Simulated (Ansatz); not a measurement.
Maleic anhydride, 9 atoms. Charge 0, multiplicity 1. All runs use 4 threads of an Arm Neoverse V1 on a shared host. Correlated methods freeze the cores.

Problem. How many basis functions does each run have, and how long does it take in Ansatz? RKS ωB97M-V/def2-QZVPP energy; RHF-MP2/def2-QZVPP energy; RKS SPW92 (LDA)/def2-TZVPP energy; RKS r2SCANh-D4/def2-TZVPP energy; RKS PBE0-D4/def2-TZVP relaxation (6 steps); direct RPA on PBE orbitals/def2-TZVPP energy; RKS ωB97M-V/def2-SVP energy; RKS PBE0-D4/def2-TZVP frequencies; RHF-CCSD(T)/def2-SVP energy; RHF-CCSD(T)/def2-TZVPP energy; RKS PBE0-D4/def2-SVP energy; RKS B97M-V/def2-TZVPP energy. (Estimate.)

Solution. Ansatz gave: Other jobs shared the machine, so times are rough.

```tsv
level	job	functions	wall time	peak host memory (GiB)
RKS PBE0-D4/def2-SVP	energy	108	1.1 s	0.23
RKS SPW92 (LDA)/def2-TZVPP	energy	245	1.2 s	0.3
RKS ωB97M-V/def2-SVP	energy	108	4.2 s	0.32
RKS r2SCANh-D4/def2-TZVPP	energy	245	4.7 s	0.59
direct RPA on PBE orbitals/def2-TZVPP	energy	245	6.5 s	0.63
RHF-CCSD(T)/def2-SVP	energy	108	8 s	0.59
RKS B97M-V/def2-TZVPP	energy	245	8.5 s	0.38
RKS ωB97M-V/def2-QZVPP	energy	459	18 s	1.8
RHF-MP2/def2-QZVPP	energy	459	24 s	2.9
RKS PBE0-D4/def2-TZVP	relaxation (6 steps)	229	25 s	0.62
RKS PBE0-D4/def2-TZVP	frequencies	229	2.5 min	0.63
RHF-CCSD(T)/def2-TZVPP	energy	245	3.5 min	5.6
```
